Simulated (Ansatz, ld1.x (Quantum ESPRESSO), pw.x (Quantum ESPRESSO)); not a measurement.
# pw.x on diamond Cs: one setting changed

Potential: PAW, ld1.x (Quantum ESPRESSO) 7.5, PBE; core [Kr] 4d10, reference 5s2 5p6 5d0 6s1 6p0; waves: 5s (bound): rcut 2.70, rcutus 3.20 bohr; 6s (bound): rcut 2.70, rcutus 3.20 bohr; 5p (bound): rcut 3.15, rcutus 4.15 bohr; 6p (bound, empty): rcut 3.15, rcutus 4.15 bohr; 5d (bound, empty): rcut 3.50, rcutus 4.60 bohr; 5d channel at 0.45 Ry: rcut 3.50, rcutus 4.60 bohr; local part: all-electron potential smoothed inside 3.15 bohr (lloc = -2); core correction: Bessel-smoothed model core inside 3.20 bohr; augmentation: BESSEL, radius 2.60 bohr.

The reference run (k-mesh 8³, cutoffs 40/320 Ry, Fermi–Dirac 0.01 Ry, mixing_beta 0.4, conv_thr 1e-9, no spin) gives -0.01 GPa at 188.210 Å³/atom, where all-electron LAPW gives -0.00 GPa. This run, with its own iteration cap, changes ecutrho/ecutwfc to 2.

```
&control
  calculation='scf', prefix='x', pseudo_dir='./', outdir='./tmp', tstress=.true., disk_io='none'
/
&system
  ibrav=0, nat=2, ntyp=1, ecutwfc=40, ecutrho=80, nbnd=17,
  occupations='smearing', smearing='fd', degauss=0.01
/
&electrons
  conv_thr=1e-09, mixing_beta=0.4, electron_maxstep=50
/
ATOMIC_SPECIES
Cs 1.0 Cs.UPF
CELL_PARAMETERS angstrom
  0.00000000 5.73078653 5.73078653
  5.73078653 0.00000000 5.73078653
  5.73078653 5.73078653 0.00000000
ATOMIC_POSITIONS crystal
Cs 0.0000 0.0000 0.0000
Cs 0.2500 0.2500 0.2500
K_POINTS automatic
8 8 8 0 0 0
```

```bash
pw.x < Cs.scf.in > Cs.scf.out
```

Problem. How does the run end?

Solution. It converges in 14 iterations; the free energy moves by -1.3 meV/atom and the pressure by +0.01 GPa. Below 4 the density is truncated and F is no longer variational, so a small shift in one case is no licence.

```
Message from routine set_cutoff:
     ecutrho < 4*ecutwfc, are you sure?
     Message from routine setup:
     using ibrav=0 with symmetry is DISCOURAGED, use correct ibrav instead
     lattice parameter (alat)  =      15.3154  a.u.
     unit-cell volume          =    2540.2081 (a.u.)^3
     number of electrons       =        18.00
     number of Kohn-Sham states=           17
     kinetic-energy cutoff     =      40.0000  Ry
     charge density cutoff     =      80.0000  Ry
     scf convergence threshold =      1.0E-09
     Exchange-correlation= SLA  PW   PBX  PBC
     number of k points=    29  Fermi-Dirac smearing, width (Ry)=  0.0100
     iteration #  1     ecut=    40.00 Ry     beta= 0.40
     total energy              =    -831.48910333 Ry
     estimated scf accuracy    <       0.00730326 Ry
     iteration #  2     ecut=    40.00 Ry     beta= 0.40
     total energy              =    -831.48849355 Ry
     estimated scf accuracy    <       0.00219104 Ry
     iteration #  3     ecut=    40.00 Ry     beta= 0.40
     total energy              =    -831.48880727 Ry
     estimated scf accuracy    <       0.00015481 Ry
     [... 8 iterations left out ...]
     iteration # 12     ecut=    40.00 Ry     beta= 0.40
     total energy              =    -831.48888867 Ry
     estimated scf accuracy    <       0.00000030 Ry
     iteration # 13     ecut=    40.00 Ry     beta= 0.40
     total energy              =    -831.48888873 Ry
     estimated scf accuracy    <       0.00000001 Ry
     iteration # 14     ecut=    40.00 Ry     beta= 0.40
     the Fermi energy is     0.3736 ev
!    total energy              =    -831.48888874 Ry
     estimated scf accuracy    <          4.8E-10 Ry
     smearing contrib. (-TS)   =      -0.00979212 Ry
     The total energy is F=E-TS. E is the sum of the following terms:
     one-electron contribution =     -51.03757246 Ry
     hartree contribution      =      35.24888593 Ry
     xc contribution           =     -13.54111937 Ry
     ewald contribution        =     -40.29049608 Ry
     one-center paw contrib.   =    -761.85879464 Ry
     convergence has been achieved in  14 iterations
          total   stress  (Ry/bohr**3)                   (kbar)     P=       -0.04
     Message from routine punch:
     Nothing written, as per user request (disk_io='none')
```

The run took about 85 s on one core of a shared host (Neoverse-V2, 96 threads, 742 GiB, load 44).
